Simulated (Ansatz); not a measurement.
NaH built on the NiAs prototype, relaxed with r2SCAN: 6 runs in the plane-wave code Ansatz, each a construction of maximally localised Wannier functions. The symmetry is P6_3/mmc (No. 194, hexagonal); conventional cell a = 3.319 Å, c = 5.831 Å, 13.91 Å³ an atom. Na has 6 H at 2.41 Å; H has 6 Na at 2.41 Å. Computed, not measured; no magnetism was allowed, and whether the structure is a known phase isn't checked.

```yaml
crystal:
  lattice:
    - [3.31916, 0.00000, 0.00000]
    - [-1.65958, 2.87448, 0.00000]
    - [0.00000, 0.00000, 5.83095]
  atoms:
    - { symbol: Na, position: [0.00000, 0.00000, 0.00000] }
    - { symbol: Na, position: [0.00000, 0.00000, 0.50000] }
    - { symbol: H, position: [0.33333, 0.66667, 0.25000] }
    - { symbol: H, position: [0.66667, 0.33333, 0.75000] }
```

Windows count from the top of the filled bands; a dash means that no such window was set (without an outer window there is no disentanglement). Rows marked drawn have settings drawn at random (some not listed).

| functional | SCF mesh | trial orbitals | functions | mesh | window (eV) | frozen (eV) | settings | Ω total (Å²) | Ω invariant (Å²) | largest spread (Å²) | least projectability | interpolation miss of the model's filled bands (eV, to the nearest computed level) |
| --- | --- | --- | --- | --- | --- | --- | --- | --- | --- | --- | --- | --- |
| PBE | 9×9×4 | H s | 2 | 6×6×4 | – | – | chosen | 2.95 | 2.94 | 1.47 | 0.95 | 0.010 |
| PBE | 9×9×4 | H s | 2 | 6×6×2 | – | – | chosen | 2.85 | 2.83 | 1.42 | 0.95 | 0.068 |
| PBE | 9×9×4 | H s | 2 | 12×12×4 | – | – | chosen | 3.05 | 3.05 | 1.53 | 0.95 | 0.005 |
| r2SCAN | 9×9×4 | H s | 2 | 6×6×4 | – | – | chosen | 2.80 | 2.80 | 1.40 | 0.96 | 0.008 |
| HSE06 | 6×6×4 | H s | 2 | 6×6×4 | – | – | chosen | 2.82 | 2.82 | 1.41 | 0.96 | – |

**Question.** Estimate from these rows what the further settings give.
```tsv
functional	SCF mesh	trial orbitals	functions	mesh	window (eV)	frozen (eV)	settings
PBE	9×9×4	H s (loose tolerance)	2	6×6×4	–	–	drawn
```

**Answer.**
```
functional  SCF mesh         trial orbitals  functions   mesh  window (eV)  frozen (eV)  settings  Ω total (Å²)  Ω invariant (Å²)  largest spread (Å²)  least projectability  interpolation miss of the model's filled bands (eV, to the nearest computed level)
       PBE     9×9×4  H s (loose tolerance)          2  6×6×4            –            –     drawn          2.95              2.94                 1.47                  0.95                                                                               0.010
```

A dash in the last column means that the miss wasn't evaluated.

For H s with PBE the spread goes 2.85 Å² (6×6×2), 2.95 Å² (6×6×4), 3.05 Å² (12×12×4): finite differences on a coarse mesh understate it.
